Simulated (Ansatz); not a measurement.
Task: a frozen displacement of one atom of WC, space group P-6m2, with the Ansatz DFT code, driven from Python. Give the script and its output. Use (first run): PBE, PAW, the default cutoff (420 eV here), 12×12×11 k-points, Gaussian smearing of 0.1 eV.

```yaml
crystal:
  lattice:
    - [2.90650, 0.00000, 0.00000]
    - [-1.45325, 2.51710, 0.00000]
    - [0.00000, 0.00000, 2.83660]
  atoms:
    - { symbol: W, position: [0.00000, 0.00000, 0.00000] }
    - { symbol: C, position: [0.66667, 0.33333, 0.50000] }
```

`push_wc.py`
```python
'''Energy and force of WC as one atom is pushed off its site.'''

import argparse
import warnings

import ansatz as az
from ase import Atoms
import numpy as np

parser = argparse.ArgumentParser(description='Energy and force of WC as one atom is pushed off its site.')
parser.add_argument('--tolerance', type=float, default=1e-10, help='SCF tolerance (eV)')
parser.add_argument('--filling', required=True, help='how the bands are filled')
parser.add_argument('--mesh', type=int, nargs=3, required=True, help='k-point sampling')
parser.add_argument('--xc', required=True, help='exchange-correlation functional')
args = parser.parse_args()

warnings.simplefilter('ignore', az.DeckWarning)

atoms = Atoms(
    ['W', 'C'],
    scaled_positions=[
        (0.0, 0.0, 0.0),
        (2 / 3, 1 / 3, 0.5),
    ],
    cell=[
        (2.9065, 0.0, 0.0),
        (-1.45325, 2.517103, 0.0),
        (0.0, 0.0, 2.8366),
    ],
    pbc=True,
)
structure = az.Crystal.from_ase(atoms)

inverse = np.linalg.inv(np.array(structure.lattice.vectors))
home = np.array(structure.sites[1].position)
values = np.linspace(-0.05, 0.05, 5)
energies, pulls = [], []
for shift in values:
    moved = structure.move(1, to=home + shift * inverse[0])
    calc = (
        moved.calculation()
        .pseudopotentials('paw')
        .scf(tolerance=args.tolerance)
        .occupations(args.filling)
        .kpoints(*args.mesh)
        .functional(args.xc)
        .forces()
    )
    rep = calc.run(threads=1).report
    energies.append(rep['free_energy_ev'])
    pulls.append(rep['forces_ev_ang'][1][0])

# the force is minus the slope of the free energy
print('shift (A)   dE (eV)   force along x (eV/A)')
for shift, e, f in zip(values, energies, pulls):
    print(f'{shift:8.3f} {e - energies[2]:10.5f} {f:12.4f}')
print(f'stiffness from energies {2 * np.polyfit(values, energies, 2)[0]:.3f}, from forces {-np.polyfit(values, pulls, 1)[0]:.3f} eV/A^2')
```

```console
$ python push_wc.py --filling Gaussian --mesh 12 12 11 --xc pbe
shift (A)   dE (eV)   force along x (eV/A)
  -0.050    0.02012       0.8032
  -0.025    0.00504       0.4029
   0.000    0.00000       0.0000
   0.025    0.00504      -0.4029
   0.050    0.02012      -0.8032
stiffness from energies 16.098, from forces 16.075 eV/A^2
```

The curvature of the energy gives 16.098 eV/Å² and the slope of the force 16.075 eV/Å², a positive curvature.

Spin is left out of this run. The mesh is modest for a metal, so energies can be off by several to tens of meV an atom and pressures by half a GPa or more; differences at equal mesh fare better. In a metal a curvature from energy changes of a few meV or less hangs on mesh and smearing, in size and even in sign. Spin-orbit coupling, which matters for elements this heavy, is left out. The structure is a deposited one; some such entries were measured under pressure or heat, so a shift against it needn't be the functional's error alone. All periodic images of the atom move with it, so the curvature is one diagonal element of the zone-centre force constants and no normal mode; a positive value doesn't exclude soft modes in which several atoms move. Wall time of the script: 32 s on 1 thread of Intel(R) Xeon(R) Processor @ 2.30GHz, with other jobs on the host, peak memory 0.61 GiB.
